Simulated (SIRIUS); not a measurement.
# Ag (Fm-3m) in SIRIUS: convergence with density tol

Aim: find how far density tol must go before the results for Ag settle, at PBE. This setting moves, with any that are tied to it; all else stays.

All numbers are computed with SIRIUS 7.10.0; they aren't measurements. Logs are shortened: lines on timing, memory, paths and dates and some standing lists are left out, and cuts for length are marked. The log counts tension as positive stress, the text compression.

## 1. The crystal as given

The structure is cubic, space group Fm-3m (No. 225). Conventional cell: a = 4.085 Å, b = 4.085 Å, c = 4.085 Å, α = 90.00°, β = 90.00°, γ = 90.00°. Ag (site symmetry m-3m) is surrounded by 12 Ag at 2.89 Å.

## 2. With density tol 0.01

Contents of sirius.json:

```json
{
  "control": {
    "processing_unit": "cpu",
    "verbosity": 2,
    "num_bands_to_print": 17,
    "print_forces": true,
    "print_stress": true
  },
  "parameters": {
    "electronic_structure_method": "pseudopotential",
    "xc_functionals": ["XC_GGA_X_PBE", "XC_GGA_C_PBE"],
    "gk_cutoff": 7.8,
    "pw_cutoff": 15.6,
    "ngridk": [11, 11, 11],
    "shiftk": [0, 0, 0],
    "smearing": "fermi_dirac",
    "smearing_width": 0.0018374661,
    "num_bands": 17,
    "num_mag_dims": 0,
    "num_dft_iter": 100,
    "energy_tol": 0.01,
    "density_tol": 0.01
  },
  "iterative_solver": {
    "type": "davidson",
    "min_tolerance": 1e-09,
    "tolerance_scale": [0.1, 0.25]
  },
  "mixer": {
    "type": "anderson",
    "beta": 0.7,
    "max_history": 8
  },
  "settings": {
    "tol_ne": 1e-10
  },
  "unit_cell": {
    "lattice_vectors": [
      [0.0, 3.860238041079, 3.860238041079],
      [3.860238041079, 0.0, 3.860238041079],
      [3.860238041079, 3.860238041079, 0.0]
    ],
    "atom_coordinate_units": "lattice",
    "atom_types": ["Ag"],
    "atom_files": {
      "Ag": "Ag.json"
    },
    "atoms": {
      "Ag": [
        [0.0, 0.0, 0.0]
      ]
    }
  }
}
```

Potentials or basis: SSSP 1.3.0 PBE efficiency.

Command:

```bash
$ upf_to_json Ag_ONCV_PBE-1.0.oncvpsp.upf
$ OMP_NUM_THREADS=1 sirius.scf --input=sirius.json --output=out.json --task=0
```

Run time: 32 s. Hardware: 1 thread of Arm Neoverse N1, shared host; peak memory 0.23 GiB.

What came out:

- Free energy: -3909.3078 eV
- Pressure: 4.2 GPa
- Band gap on the k mesh: none (metal or under the smearing width)

## 3. With density tol 0.001

Edit sirius.json of step 2 so:

```diff
@@ -20,4 +20,4 @@
     "num_dft_iter": 100,
-    "energy_tol": 0.01,
-    "density_tol": 0.01
+    "energy_tol": 0.001,
+    "density_tol": 0.001
   },
@@ -38,6 +38,7 @@
     "lattice_vectors": [
-      [0.0, 3.860238041079, 3.860238041079],
-      [3.860238041079, 0.0, 3.860238041079],
-      [3.860238041079, 3.860238041079, 0.0]
+      [0.0, 0.707106781187, 0.707106781187],
+      [0.707106781187, 0.0, 0.707106781187],
+      [0.707106781187, 0.707106781187, 0.0]
     ],
+    "lattice_vectors_scale": 5.4592009917,
     "atom_coordinate_units": "lattice",
```

Potentials or basis: SSSP 1.3.0 PBE efficiency.

Command:

```bash
$ upf_to_json Ag_ONCV_PBE-1.0.oncvpsp.upf
$ OMP_NUM_THREADS=1 sirius.scf --input=sirius.json --output=out.json --task=0
```

Wall time 32 s (1 thread of Arm Neoverse N1, shared host); peak memory 0.23 GiB.

What came out:

```
Free energy            : -3909.3078 eV
Pressure               : 4.2 GPa
Band gap on the k mesh : none (metal or under the smearing width)
```

## 4. With density tol 0.0001

Edit sirius.json of step 3 so:

```diff
@@ -20,4 +20,4 @@
     "num_dft_iter": 100,
-    "energy_tol": 0.001,
-    "density_tol": 0.001
+    "energy_tol": 0.0001,
+    "density_tol": 0.0001
   },
```

Command:

```bash
$ upf_to_json Ag_ONCV_PBE-1.0.oncvpsp.upf
$ OMP_NUM_THREADS=1 sirius.scf --input=sirius.json --output=out.json --task=0
```

Wall time 32 s (1 thread of Arm Neoverse N1, shared host); peak memory 0.23 GiB.

Results (log left out):

```yaml
Free_energy: -3909.3078 eV
Pressure: 4.2 GPa
Band_gap_on_the_k_mesh: none (metal or under the smearing width)
```

## 5. With density tol 1e-05

Edit sirius.json of step 4 so:

```diff
@@ -20,4 +20,4 @@
     "num_dft_iter": 100,
-    "energy_tol": 0.0001,
-    "density_tol": 0.0001
+    "energy_tol": 1e-05,
+    "density_tol": 1e-05
   },
@@ -38,7 +38,6 @@
     "lattice_vectors": [
-      [0.0, 0.707106781187, 0.707106781187],
-      [0.707106781187, 0.0, 0.707106781187],
-      [0.707106781187, 0.707106781187, 0.0]
+      [0.0, 3.860238041079, 3.860238041079],
+      [3.860238041079, 0.0, 3.860238041079],
+      [3.860238041079, 3.860238041079, 0.0]
     ],
-    "lattice_vectors_scale": 5.4592009917,
     "atom_coordinate_units": "lattice",
```

Command:

```bash
$ upf_to_json Ag_ONCV_PBE-1.0.oncvpsp.upf
$ OMP_NUM_THREADS=1 sirius.scf --input=sirius.json --output=out.json --task=0
```

It took 32 s on 1 thread of Arm Neoverse N1, shared host; peak memory 0.23 GiB.

It converged, with:

| Item | Value |
| --- | --- |
| Free energy | -3909.3078 eV |
| Pressure | 4.2 GPa |
| Band gap on the k mesh | none (metal or under the smearing width) |

## 6. With density tol 1e-06

Edit sirius.json of step 5 so:

```diff
@@ -20,4 +20,4 @@
     "num_dft_iter": 100,
-    "energy_tol": 1e-05,
-    "density_tol": 1e-05
+    "energy_tol": 1e-06,
+    "density_tol": 1e-06
   },
```

Potentials or basis: SSSP 1.3.0 PBE efficiency.

Command:

```bash
$ upf_to_json Ag_ONCV_PBE-1.0.oncvpsp.upf
$ OMP_NUM_THREADS=1 sirius.scf --input=sirius.json --output=out.json --task=0
```

Run time: 32 s. Hardware: 1 thread of Arm Neoverse N1, shared host; peak memory 0.22 GiB.

The run converged. Its results:

| Property | Result |
| --- | --- |
| Free energy | -3909.3078 eV |
| Pressure | 4.2 GPa |
| Band gap on the k mesh | none (metal or under the smearing width) |

## 7. With density tol 1e-07

Edit sirius.json of step 6 so:

```diff
@@ -20,4 +20,4 @@
     "num_dft_iter": 100,
-    "energy_tol": 1e-06,
-    "density_tol": 1e-06
+    "energy_tol": 1e-07,
+    "density_tol": 1e-07
   },
```

Potentials or basis: SSSP 1.3.0 PBE efficiency.

Command:

```bash
$ upf_to_json Ag_ONCV_PBE-1.0.oncvpsp.upf
$ OMP_NUM_THREADS=1 sirius.scf --input=sirius.json --output=out.json --task=0
```

Output:

```text
[info] SIRIUS version : 7.10.0
[info] number of MPI ranks           : 1
[info] MPI grid                      : 1 1
[info] maximum number of OMP threads : 1
[fft] FFT context for density and potential
[fft] =====================================
[fft]   comm size                             : 1
[fft]   plane wave cutoff                     : 15.6
[fft]   grid size                             : 30 30 30   total : 27000
[fft]   grid limits                           : -14 15   -14 15   -14 15
[fft]   number of G-vectors within the cutoff : 3696
[fft]   local number of G-vectors             : 3696
[fft]   number of G-shells                    : 233
[fft] FFT context for coarse grid
[fft] =====================================
[fft]   comm size                             : 1
[fft]   plane wave cutoff                     : 15.6
[fft]   grid size                             : 30 30 30   total : 27000
[fft]   grid limits                           : -14 15   -14 15   -14 15
[fft]   number of G-vectors within the cutoff : 3696
[fft]   local number of G-vectors             : 3696
[fft]   number of G-shells                    : 233
[unit cell] lattice vectors
[unit cell]   a1 :       0.0000000000      3.8602380411      3.8602380411
[unit cell]   a2 :       3.8602380411      0.0000000000      3.8602380411
[unit cell]   a3 :       3.8602380411      3.8602380411      0.0000000000
[unit cell] reciprocal lattice vectors
[unit cell]   b1 :      -0.8138339191      0.8138339191      0.8138339191
[unit cell]   b2 :       0.8138339191     -0.8138339191      0.8138339191
[unit cell]   b3 :       0.8138339191      0.8138339191     -0.8138339191
[unit cell] unit cell volume :       115.04619361 [a.u.^3]
[unit cell] 1/sqrt(omega)    :         0.09323176
[unit cell] MT volume        :         0.00000000 ( 0.00%)
[unit cell] IT volume        :       115.04619361 (100.00%)
[unit cell] number of atom types : 1
[unit cell] type id : 0 symbol : Ag mt_radius :  13.970000 num_atoms : 1
[unit cell] total number of atoms : 1
[unit cell] number of symmetry classes : 1
[unit cell] number of PAW atoms : 0
[unit cell] atom id  type id  class id             position                      vector_field
[unit cell] ------------------------------------------------------------------------------------------
[unit cell]      0        0        0      0.00000   0.00000   0.00000      0.00000   0.00000   0.00000
[unit cell] atom id         position (Cartesian, a.u.)
[unit cell] ---------------------------------------------
[unit cell]      0       0.000000    0.000000    0.000000
[unit cell] class id : 0 atom id : 0
[unit cell] minimum bond length:     5.459201
[unit cell] total number of pseudo wave-functions: 10
[sym] space group number   : 225
[sym] international symbol : Fm-3m
[sym] Hall symbol          : -F 4 2 3
[sym] space group transformation matrix :
[sym]   0.0000  0.5000  0.5000
[sym]   0.5000  0.0000  0.5000
[sym]   0.5000  0.5000  0.0000
[... 265 lines left out ...]
[find] Hartree energy of density residual : 3.212087334086e-13
[find] bands are converged : true
[find] iterative solver converged : true
[find] +------------------------------+
[find] | SCF iteration  12 out of 100|
[find] +------------------------------+
[diagonalize] iterative solver tolerance (occupied, empty): 1e-09 1e-09
[diagonalize] average number of iterations: 1.07143
[diagonalize] Lowest band energies
[diagonalize] ik:    0   -2.723580   -1.377172   -1.377172   -1.377172    0.376179    0.484097    0.484097    0.484097    0.522087    0.522087    1.259968    1.388929    1.388929    1.388929    1.560491    1.592027    1.592027
[diagonalize] ik:    1   -2.723530   -1.377649   -1.377244   -1.377244    0.385560    0.482096    0.486610    0.486610    0.521209    0.521209    1.256635    1.321666    1.391192    1.391192    1.544332    1.584575    1.584575
[diagonalize] ik:    2   -2.723396   -1.378925   -1.377437   -1.377437    0.409914    0.480938    0.491118    0.491118    0.521564    0.521564    1.168420    1.290198    1.392472    1.392472    1.505112    1.552336    1.552336
[diagonalize] ik:    3   -2.723221   -1.380589   -1.377690   -1.377690    0.429178    0.490831    0.490831    0.502756    0.529342    0.529342    1.039212    1.273814    1.378862    1.378862    1.515206    1.515206    1.517605
[diagonalize] ik:    4   -2.723059   -1.382111   -1.377922   -1.377922    0.429472    0.486800    0.486800    0.541506    0.541506    0.561683    0.914315    1.248389    1.349179    1.349179    1.499482    1.499482    1.567231
[diagonalize] ...
[diagonalize] ik:   51   -2.722745   -1.382202   -1.380225   -1.379347    0.437645    0.445588    0.518070    0.535413    0.556555    0.789917    0.910371    0.938557    1.047774    1.339138    1.458239    1.662751    1.838440
[diagonalize] ik:   52   -2.722844   -1.381753   -1.380010   -1.378815    0.458181    0.458278    0.484850    0.529116    0.541874    0.692770    0.983573    0.990954    1.095545    1.428992    1.445350    1.602281    1.756081
[diagonalize] ik:   53   -2.722786   -1.381696   -1.380548   -1.379048    0.457267    0.464935    0.481734    0.521626    0.550328    0.775553    0.875265    1.002452    1.047790    1.420925    1.499893    1.638347    1.751552
[diagonalize] ik:   54   -2.722754   -1.381862   -1.380407   -1.379402    0.447068    0.453889    0.497883    0.529392    0.556681    0.790838    0.944067    0.947977    0.985372    1.420473    1.482580    1.597762    1.792925
[diagonalize] ik:   55   -2.722749   -1.381343   -1.381021   -1.379370    0.451879    0.466903    0.482316    0.522951    0.556589    0.858758    0.865357    0.931353    1.000691    1.443795    1.534856    1.584325    1.720728
[find] Charges and magnetic moments
[find] --------------------------------------------------------------------------------
[find] total charge          : 19.000000
[find] Energy
[find] --------------------------------------------------------------------------------
[find] valence_eval_sum               :      -8.20841289
[find] <rho|V^{XC}>                   :     -17.69147715
[find] <rho|E^{XC}>                   :     -13.55746100
[find] <mag|B^{XC}>                   :       0.00000000
[find] <rho|V^{H}>                    :      64.79729232
[find] one-electron contribution      :     -55.31422805 (Ha),    -110.62845611 (Ry)
[find] hartree contribution           :      32.39864616
[find] xc contribution                :     -13.55746100
[find] ewald contribution             :    -107.19126587
[find] PAW contribution               :       0.00000000
[find] smearing (-TS)                 :      -0.00010425
[find] SCF correction                 :       0.00000240
[find] Total energy                   :    -143.66430637 (Ha),    -287.32861273 (Ry)
[find] Free energy (E-TS)             :    -143.66441061 (Ha),    -287.32882123 (Ry)
[find] band gap (eV)                  :       0.00000000
[find] Efermi                         :       0.67062480
[find] iteration : 12, RMS : 2.752515672045e-08, energy difference : -2.706030954869e-10
[find] Hartree energy of density residual : 3.522711408374e-14
[find] bands are converged : true
[find] iterative solver converged : true
[find] converged after 13 SCF iterations!
[find] Charges and magnetic moments
[find] --------------------------------------------------------------------------------
[find] total charge          : 19.000000
[find] Energy
[find] --------------------------------------------------------------------------------
[find] valence_eval_sum               :      -8.20841289
[find] <rho|V^{XC}>                   :     -17.69147715
[find] <rho|E^{XC}>                   :     -13.55746100
[find] <mag|B^{XC}>                   :       0.00000000
[find] <rho|V^{H}>                    :      64.79729232
[find] one-electron contribution      :     -55.31422805 (Ha),    -110.62845611 (Ry)
[find] hartree contribution           :      32.39864616
[find] xc contribution                :     -13.55746100
[find] ewald contribution             :    -107.19126587
[find] PAW contribution               :       0.00000000
[find] smearing (-TS)                 :      -0.00010425
[find] SCF correction                 :       0.00000240
[find] Total energy                   :    -143.66430637 (Ha),    -287.32861273 (Ry)
[find] Free energy (E-TS)             :    -143.66441061 (Ha),    -287.32882123 (Ry)
[find] band gap (eV)                  :       0.00000000
[find] Efermi                         :       0.67062480
[ground_state] === stress tensor components [kbar] ===
[ground_state] === stress_kin ===
[ground_state] -81669.649304    0.000000    0.000000
[ground_state]     0.000000-81669.649304   -0.000000
[ground_state]     0.000000   -0.000000-81669.649304
[ground_state] === stress_har ===
[ground_state] -27617.919501    0.000000    0.000000
[ground_state]     0.000000-27617.919501   -0.000000
[ground_state]     0.000000   -0.000000-27617.919501
[ground_state] === stress_ewald ===
[ground_state] 91374.180803   -0.000000   -0.000000
[ground_state]    -0.00000091374.180803    0.000000
[ground_state]    -0.000000    0.00000091374.180803
[ground_state] === stress_vloc ===
[ground_state]  2392.456215   -0.000000    0.000000
[ground_state]    -0.000000 2392.456215    0.000000
[ground_state]     0.000000    0.000000 2392.456215
[ground_state] === stress_xc ===
[ground_state] 10964.753248   -0.000000   -0.000000
[ground_state]    -0.00000010964.753248    0.000000
[ground_state]    -0.000000    0.00000010964.753248
[ground_state] === stress_nonloc ===
[ground_state]  4513.904367   -0.000000   -0.000000
[ground_state]    -0.000000 4513.904367    0.000000
[ground_state]    -0.000000    0.000000 4513.904367
[ground_state] === stress_us_nl ===
[ground_state]  4513.904367   -0.000000   -0.000000
[ground_state]    -0.000000 4513.904367    0.000000
[ground_state]    -0.000000    0.000000 4513.904367
[ground_state] === stress_total ===
[ground_state]   -42.274172   -0.000000   -0.000000
[ground_state]    -0.000000  -42.274172    0.000000
[ground_state]    -0.000000    0.000000  -42.274172
[ground_state] ==== total Forces in Ha/bohr =====
[ground_state] atom:    0, force:       0.0000000      0.0000000      0.0000000
[... 8 lines left out ...]
[ground_state] ==== Ewald forces from ions =====
[ground_state] atom:    0, force:       0.0000000      0.0000000      0.0000000
[~DFT_ground_state] local op. applied: 26387
[~DFT_ground_state] evp. work count: 6174.57
[~DFT_ground_state] number of iterative solver steps: 1702
```

Wall time 36 s (1 thread of Arm Neoverse N1, shared host); peak memory 0.23 GiB.

Results:

| Item | Value |
| --- | --- |
| Free energy | -3909.3078 eV |
| Pressure | 4.2 GPa |
| Band gap on the k mesh | none (metal or under the smearing width) |

## 8. Summary

```csv
density tol,"energy less the tightest run, at zero smearing (meV/atom)",SCF cycles,CPU time (s),peak memory (GiB)
0.01,0.00,11,32,0.23
0.001,0.00,11,32,0.23
0.0001,0.00,11,32,0.23
1e-05,0.00,11,32,0.23
1e-06,0.00,11,32,0.22
1e-07,0.00,13,36,0.23
```

Against the tightest run, the energy stays within 1 meV/atom from 0.01 on. The tightest run that finished is the yardstick and may itself not be fully converged.
